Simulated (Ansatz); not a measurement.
# Energy, volume and coordination in TaN

Method: Ansatz 0.2.0, DFT PBE, scalar-relativistic, plane waves, PAW. Settings: cutoff 420 eV, Γ-centred meshes spaced at most about 0.3 Å⁻¹, and about 0.25 Å⁻¹ or finer for metals (2π included), Gaussian smearing. No spin polarisation.

These are static total energies at zero pressure. Rows are sorted by volume; energies count from the lowest form computed. Coordination counts N atoms around Ta (those within 1.25 times the shortest such distance or 1.15 times the sum of covalent radii; a slash parts the counts of unlike sites). The table shows 5 of 6 forms computed.

```
row                          form                        source  atoms  coordination  V (Å³/atom)  gap on mesh (eV)  ΔE (meV/atom)
  1         rock salt type, Fm-3m                           COD      2          Ta 6         10.8                 0            338
  2                      P6_3/mmc                           COD      4          Ta 6         10.9                 0            247
  3  tungsten carbide type, P-6m2                           COD      2          Ta 6         10.9                 0              ?
  4                         P-62m             Materials Project      6        Ta 3/6         11.5                 0              0
  5         wurtzite type, P6_3mc  invented, matches a COD cell      4          Ta 4         13.1                 0            408
```

The cell of row 3:

```cif
data_structure
_symmetry_space_group_name_H-M 'P-6m2'
_symmetry_Int_Tables_number 187
_cell_length_a 2.9502
_cell_length_b 2.9502
_cell_length_c 2.8978
_cell_angle_alpha 90.000
_cell_angle_beta 90.000
_cell_angle_gamma 120.000
_cell_volume 21.84
loop_
_atom_site_label
_atom_site_type_symbol
_atom_site_symmetry_multiplicity
_atom_site_Wyckoff_symbol
_atom_site_fract_x
_atom_site_fract_y
_atom_site_fract_z
_atom_site_occupancy
Ta1 Ta 1 b 0.00000 0.00000 0.50000 1
N1 N 1 e 0.66667 0.33333 0.00000 1
```

Task: Estimate the missing energy, and say where the row ranks.

Result: 31 meV/atom, which puts it above row 4 and below row 2. Counting N atoms around Ta, row 3 has Ta 6 and the lowest form (row 4) has Ta 3/6. Shaken at random and relaxed again, this cell came back. Checks: no imaginary mode at Γ (other wave vectors untested).

The Crystallography Open Database (COD) lists a cell that the form in P-6m2 (No. 187) matches; that form lies 31 meV/atom higher at this level, which the functional's error, temperature or pressure may reverse in nature.

Spin–orbit coupling, which can matter for Ta, is left out. Cells without such a test can be saddle points. Some candidate types were left out of the draw beforehand, so a known form may be missing.
